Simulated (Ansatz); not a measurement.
SrF₂ (fluorite, Fm-3m), plane-wave PAW PBEsol (Ansatz code): ε∞ = 2.29, cell volume 47.71 Å³. Infrared-active transverse modes:

| ω_TO (cm⁻¹) | oscillator strength S_xx (e²/amu) |
|---|---|
| 212.7 | 0.2215 |

Problem. Compute the static dielectric constant.

Solution. Each mode adds (4.921e7/V) S/ω²: 5.05. So ε0 = 7.34.

Problem. What LO frequency does the Lyddane–Sachs–Teller relation give?

Solution. ω_LO = ω_TO √(ε0/ε∞) = 381 cm⁻¹.

Symmetry was held in the PBEsol relaxation; of distortions, only those at the zone centre were tested. Spin–orbit coupling is left out wherever it is not named.

Potentials: the later of the program's two PAW sets.
